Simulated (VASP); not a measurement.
# PbSe (Cmcm) in VASP: single point with PBE+D3(BJ)

Aim: the single point of PbSe with PBE+D3(BJ).

All numbers are computed with VASP 6.6.1; they aren't measurements. Logs are shortened: lines on timing, memory, paths and dates and some standing lists are left out, and cuts for length are marked.

**1. The cell of the first run**

Symmetry: Cmcm, No. 63, orthorhombic system. The conventional cell has a = 4.310 Å, b = 12.268 Å, c = 4.450 Å, α = 90.00°, β = 90.00°, γ = 90.00°. Pb (site symmetry m2m) is surrounded by 5 Se at 2.82 to 3.10 Å. Se (site symmetry m2m) is surrounded by 5 Pb at 2.82 to 3.10 Å.

Measurements of this composition are mostly on another form, of space group No. 225.

**2. Single point, PBE+D3(BJ) (the relaxed cell repeated 4 times, on the trajectory's mesh)**

INCAR reads:

```
PREC = Accurate
ENCUT = 520
EDIFF = 1E-6
ISMEAR = 0
SIGMA = 0.1
LREAL = Auto
LASPH = True
NELM = 100
ALGO = Fast
ISIF = 2
LWAVE = False
LCHARG = True
GGA = PE
IVDW = 12
LELF = True
LVHAR = True
ISYM = 0
NBANDS = 94
```

KPOINTS reads:

```
Automatic mesh
0
Gamma
  2 2 2
  0.5 0.5 0.5
```

POSCAR reads:

```
PbSe
1.0
    2.1548765900      6.1339473500     -4.4504935700
    2.1548765900      6.1339473500      4.4504935700
    8.6195063600      0.0000000000      0.0000000000
Pb Se
8 8
Direct
    0.4932392700      0.2432392700      0.3158803650
    0.9932392700      0.7432392700      0.3158803650
    0.4932392700      0.2432392700      0.8158803650
    0.9932392700      0.7432392700      0.8158803650
    0.0067607300      0.2567607300      0.1841196350
    0.5067607300      0.7567607300      0.1841196350
    0.0067607300      0.2567607300      0.6841196350
    0.5067607300      0.7567607300      0.6841196350
    0.2637100400      0.0137100400      0.4306449800
    0.7637100400      0.5137100400      0.4306449800
    0.2637100400      0.0137100400      0.9306449800
    0.7637100400      0.5137100400      0.9306449800
    0.2362899600      0.4862899600      0.0693550200
    0.7362899600      0.9862899600      0.0693550200
    0.2362899600      0.4862899600      0.5693550200
    0.7362899600      0.9862899600      0.5693550200
```

Potentials or basis: VASP PAW PBE potentials, release 64 (Pb_d, Se).

Started as:

```console
cat potpaw_PBE.64/Pb_d/POTCAR potpaw_PBE.64/Se/POTCAR > POTCAR
mpirun -np 1 vasp_std > vasp.out
```

OUTCAR:

```text
PREC = Accurate
   ENCUT = 520
   EDIFF = 1E-6
   ISMEAR = 0
   LREAL = Auto
   LASPH = True
   NELM = 100
   ISIF = 2
   GGA = PE
   IVDW = 12
   ISYM = 0
 IVDW          = 12

 ion  position               nearest neighbor table
   1  0.493  0.243  0.316-   9 2.82  13 3.10  14 3.10  15 3.10  16 3.10   6 3.92   5 3.92
   2  0.993  0.743  0.316-  10 2.82  13 3.10  14 3.10  15 3.10  16 3.10   5 3.92   6 3.92
   3  0.493  0.243  0.816-  11 2.82  15 3.10  16 3.10  13 3.10  14 3.10   8 3.92   7 3.92
   4  0.993  0.743  0.816-  12 2.82  15 3.10  16 3.10  13 3.10  14 3.10   7 3.92   8 3.92
   5  0.007  0.257  0.184-  13 2.82  10 3.10   9 3.10  12 3.10  11 3.10   2 3.92   1 3.92
   6  0.507  0.757  0.184-  14 2.82  10 3.10   9 3.10  12 3.10  11 3.10   1 3.92   2 3.92
   7  0.007  0.257  0.684-  15 2.82  12 3.10  11 3.10  10 3.10   9 3.10   4 3.92   3 3.92
   8  0.507  0.757  0.684-  16 2.82  12 3.10  11 3.10  10 3.10   9 3.10   3 3.92   4 3.92
   9  0.264  0.014  0.431-   1 2.82   5 3.10   6 3.10   7 3.10   8 3.10
  10  0.764  0.514  0.431-   2 2.82   5 3.10   6 3.10   7 3.10   8 3.10
  11  0.264  0.014  0.931-   3 2.82   7 3.10   8 3.10   5 3.10   6 3.10
  12  0.764  0.514  0.931-   4 2.82   7 3.10   8 3.10   5 3.10   6 3.10
  13  0.236  0.486  0.069-   5 2.82   2 3.10   1 3.10   4 3.10   3 3.10
  14  0.736  0.986  0.069-   6 2.82   2 3.10   1 3.10   4 3.10   3 3.10
  15  0.236  0.486  0.569-   7 2.82   4 3.10   3 3.10   2 3.10   1 3.10
  16  0.736  0.986  0.569-   8 2.82   4 3.10   3 3.10   2 3.10   1 3.10

IMPORTANT INFORMATION: All symmetrisations will be switched off!
NOSYMM: (Re-)initialisation of all symmetry stuff for point group C_1.

----------------------------------------------------------------------------------------

                                     Primitive cell

  volume of cell :     470.6094

  direct lattice vectors                    reciprocal lattice vectors
     2.154876590  6.133947350 -4.450493570     0.000000000  0.081513579 -0.112347090
     2.154876590  6.133947350  4.450493570     0.000000000  0.081513579  0.112347090
     8.619506360  0.000000000  0.000000000     0.116015925 -0.040756789  0.000000000

  length of vectors
     7.878813123  7.878813123  8.619506360     0.138803213  0.138803213  0.122966705

  position of ions in fractional coordinates (direct lattice)
     0.493239270  0.243239270  0.315880365
     0.993239270  0.743239270  0.315880365
     0.493239270  0.243239270  0.815880365
     0.993239270  0.743239270  0.815880365
     0.006760730  0.256760730  0.184119635
     0.506760730  0.756760730  0.184119635
[... 8 lines left out ...]
     0.236289960  0.486289960  0.569355020
     0.736289960  0.986289960  0.569355020

  ion indices of the primitive-cell ions
   primitive index   ion index
                 1           1
                 2           2
                 3           3
                 4           4
                 5           5
                 6           6
[... 8 lines left out ...]
                15          15
                16          16

----------------------------------------------------------------------------------------

 KPOINTS: Automatic mesh

Automatic generation of k-mesh.
 Grid dimensions read from file:
 generate k-points for:    2    2    2

 Generating k-lattice:

  Cartesian coordinates                     Fractional coordinates (reciprocal lattice)
     0.000000000  0.040756789 -0.056173545     0.500000000  0.000000000  0.000000000
     0.000000000  0.040756789  0.056173545     0.000000000  0.500000000  0.000000000
     0.058007962 -0.020378395  0.000000000     0.000000000  0.000000000  0.500000000

  Length of vectors
     0.069401607  0.069401607  0.061483353

  Shift w.r.t. Gamma in fractional coordinates (k-lattice)
     0.500000000  0.500000000  0.500000000

 Subroutine IBZKPT returns following result:
 ===========================================

 Found      4 irreducible k-points:

 Following reciprocal coordinates:
            Coordinates               Weight
  0.250000  0.250000  0.250000      2.000000
 -0.250000  0.250000  0.250000      2.000000
 -0.250000  0.250000 -0.250000      2.000000
 -0.250000 -0.250000  0.250000      2.000000
   k-points           NKPTS =      4   k-points in BZ     NKDIM =      4   number of bands    NBANDS=     94
   number of dos      NEDOS =    301   number of ions     NIONS =     16
   total plane-waves  NPLWV = 230400
   dimension x,y,z NGX =    60 NGY =   60 NGZ =   64
   dimension x,y,z NGXF=   120 NGYF=  120 NGZF=  128
   ions per type =               8   8
   NGX,Y,Z   is equivalent  to a cutoff of  12.66, 12.66, 12.34 a.u.
   NGXF,Y,Z  is equivalent  to a cutoff of  25.32, 25.32, 24.69 a.u.
 SYSTEM =  unknown system
   PREC   = accura    normal or accurate (medium, high low for compatibility)
   ISTART =      0    job   : 0-new  1-cont  2-samecut
   ICHARG =      2    charge: 1-file 2-atom 10-const
   ISPIN  =      1    spin polarized calculation?
   LNONCOLLINEAR =      F non collinear calculations
   LSORBIT =      F    spin-orbit coupling
   LASPH  =      T    aspherical Exc in radial PAW
   ENCUT  =  520.0 eV  38.22 Ry    6.18 a.u.  14.65 14.65 16.03*2*pi/ulx,y,z
   NELM   =    100;   NELMIN=  2; NELMDL= -5     # of ELM steps
   EDIFF  = 0.1E-05   stopping-criterion for ELM
   LREAL  =      T    real-space projection
   EDIFFG = 0.1E-04   stopping-criterion for IOM
   NSW    =      0    number of steps for IOM
   IBRION =     -1    ionic relax: 0-MD 1-quasi-New 2-CG
   NFREE  =      0    steps in history (QN), initial steepest desc. (CG)
   ISIF   =      2    stress and relaxation
   ISYM   =      0    0-nonsym 1-usesym 2-fastsym
   POTIM  = 0.5000    time-step for ionic-motion
   TEBEG  =    0.0;   TEEND  =   0.0 temperature during run
   PSTRESS=    0.0 pullay stress
   NELECT =     160.0000    total number of electrons
   NUPDOWN=      -1.0000    fix difference up-down
   EMIN   =  10.00;   EMAX   =-10.00  energy-range for DOS
   EFERMI =   0.00;   METHOD = LEGACY
   ISMEAR =     0;   SIGMA  =   0.10  broadening in eV -4-tet -1-fermi 0-gaus
   EFERMI_NEDOS =   21; number of points for ismear=-14 and -15
   IALGO  =     68    algorithm
   IMIX   =      4    mixing-type and parameters
     AMIX     =   0.40;   BMIX     =  1.00
     AMIX_MAG =   1.60;   BMIX_MAG =  1.00
  volume/ion in A,a.u.               =      29.41       198.49
  Fermi-wavevector in a.u.,A,eV,Ry     =   1.142601  2.159203 17.762912  1.305537
  Thomas-Fermi vector in A             =   2.279299
   LORBIT       =      0    0 simple, 1 ext, 2 COOP (PROOUT), +10 PAW based schemes
   GGA     = PE    functional components
   LHFCALC =     F    Hartree Fock is set to
   AEXX    =    0.0000 exact exchange contribution
   IVDW    =    12    specifies the selected vdW correction
   LEPSILON=     F    determine dielectric tensor
   LRPA    =     F    only Hartree local field effects (RPA)
 non-spin polarized calculation
 RMM-DIIS sequential band-by-band and
 Gauss-broadening in eV      SIGMA  =   0.10
  energy-cutoff  :      520.00
  volume of cell :      470.61
 maximum number of plane-waves:     12679
 NGX is ok and might be reduce to    60
   NGX = 29   NGY = 29   NGZ = 33

 number of electron     160.0000007 magnetization

 Free energy of the ion-electron system (eV)
  ---------------------------------------------------
  ext. energy  EPLUGINS =         0.00000000
  ---------------------------------------------------
  free energy    TOTEN  =       -64.77526511 eV

  energy without entropy =      -64.77526511  energy(sigma->0) =      -64.77526511

 E-fermi :   4.7587     XC(G=0):  -9.4238

 val. band max:        4.2651883272   @ k =  -0.2500  -0.2500   0.2500
 cond. band min:       5.4564934526   @ k =  -0.2500  -0.2500   0.2500
 fundamental gap:      1.1913051255
 Fermi energy:         4.7586806185

 k-point     1 :       0.2500    0.2500    0.2500
  band No.  band energies     occupation
      1     -12.1994      2.00000
      2     -12.1972      2.00000
      3     -12.1972      2.00000
      4     -12.1537      2.00000
      5     -12.1537      2.00000
      6     -12.1531      2.00000
[... 84 lines left out ...]
     91       8.0904      0.00000
     92       8.0975      0.00000

 k-point     2 :      -0.2500    0.2500    0.2500
  band No.  band energies     occupation
      1     -12.1808      2.00000
      2     -12.1806      2.00000
      3     -12.1786      2.00000
      4     -12.1779      2.00000
      5     -12.1609      2.00000
      6     -12.1606      2.00000
[... 84 lines left out ...]
     91       7.7692      0.00000
     92       7.8202      0.00000

 k-point     3 :      -0.2500    0.2500   -0.2500
  band No.  band energies     occupation
      1     -12.1808      2.00000
      2     -12.1806      2.00000
      3     -12.1785      2.00000
      4     -12.1779      2.00000
      5     -12.1609      2.00000
      6     -12.1606      2.00000
[... 84 lines left out ...]
     91       7.7704      0.00000
     92       7.8200      0.00000

 k-point     4 :      -0.2500   -0.2500    0.2500
  band No.  band energies     occupation
      1     -12.1968      2.00000
      2     -12.1949      2.00000
      3     -12.1949      2.00000
      4     -12.1605      2.00000
      5     -12.1537      2.00000
      6     -12.1537      2.00000
[... 84 lines left out ...]
     91       7.6738      0.00000
     92       7.6848      0.00000
 [bands above 92 left out]

------------------------ aborting loop because EDIFF is reached ----------------------------------------

 Edisp (eV)   -5.76252

 E8    (eV) :    -2.6938

  FORCE on cell =-STRESS in cart. coord.  units (eV):
  Direction    XX          YY          ZZ          XY          YZ          ZX
  --------------------------------------------------------------------------------------
  -------------------------------------------------------------------------------------
  Total      -3.12393    -1.43690    -3.39917    -0.13172    -0.00043    -0.00078
  in kB     -10.63533    -4.89188   -11.57239    -0.44844    -0.00147    -0.00264
  external pressure =       -9.03 kB  Pullay stress =        0.00 kB

 VOLUME and BASIS-vectors are now :
 -----------------------------------------------------------------------------
  energy-cutoff  :      520.00
  volume of cell :      470.61
      direct lattice vectors                 reciprocal lattice vectors
     2.154876590  6.133947350 -4.450493570     0.000000000  0.081513579 -0.112347090
     2.154876590  6.133947350  4.450493570     0.000000000  0.081513579  0.112347090
     8.619506360  0.000000000  0.000000000     0.116015925 -0.040756789  0.000000000

 POSITION                                       TOTAL-FORCE (eV/Angst)
 -----------------------------------------------------------------------------------
      4.30975      4.51752     -1.11262        -0.000831      0.138030     -0.000003
      6.46463     10.65147     -1.11262        -0.000818      0.138005     -0.000016
      8.61951      4.51752     -1.11262        -0.000790      0.138021     -0.000014
     10.77438     10.65147     -1.11262        -0.000760      0.137967      0.000035
      2.15488      1.61643      1.11262         0.000772     -0.138030     -0.000010
      4.30975      7.75037      1.11262         0.000792     -0.137974      0.000027
[... 8 lines left out ...]
      6.46463      4.43227      1.11262        -0.026802      0.179421      0.000000
      8.61951     10.56621      1.11262        -0.026840      0.179416     -0.000024
 -----------------------------------------------------------------------------------
    total drift:                               -0.000121      0.000045     -0.000048

  FREE ENERGIE OF THE ION-ELECTRON SYSTEM (eV)
  ---------------------------------------------------
  free  energy   TOTEN  =       -70.5377865006 eV

  energy  without entropy=      -70.5377865006  energy(sigma->0) =      -70.53778650
```

Wall time 4.1 min (1 thread of Intel Xeon Platinum 8488C (Sapphire Rapids), shared host); peak memory 0.56 GiB.

Results:

- Free energy: -70.5378 eV
- Pressure: -0.9 GPa
- Largest force: 0.181 eV/Å
- Band gap on the k mesh: 1.19 eV
- Dispersion energy per atom: -0.360 eV

Forces in eV/Å, atoms in the order of the input:
```
Pb  -0.001  0.138  0.000
Pb  -0.001  0.138  0.000
Pb  -0.001  0.138  0.000
Pb  -0.001  0.138  0.000
Pb   0.001 -0.138  0.000
Pb   0.001 -0.138  0.000
Pb   0.001 -0.138  0.000
Pb   0.001 -0.138  0.000
Se   0.027 -0.179  0.000
Se   0.027 -0.179  0.000
Se   0.027 -0.179  0.000
Se   0.027 -0.179  0.000
Se  -0.027  0.179  0.000
Se  -0.027  0.179  0.000
Se  -0.027  0.179  0.000
Se  -0.027  0.179  0.000
```

Stress tensor (GPa, compression positive):
```
-1.06 -0.04  0.00
-0.04 -0.49  0.00
 0.00  0.00 -1.16
```

Levels at points of the mesh, in eV from the valence-band top:
```
           k point  band 76  band 77  band 78  band 79  band 80  band 81  band 82  band 83  band 84  band 85
(0.25, 0.25, 0.25)    -0.71    -0.40    -0.40    -0.37    -0.29     1.43     1.67     1.91     1.91     1.91
```

Caveat: spin-orbit coupling is left out, which as a rule narrows the gap of such compounds by several tenths of an eV. A k mesh can miss the band edges.
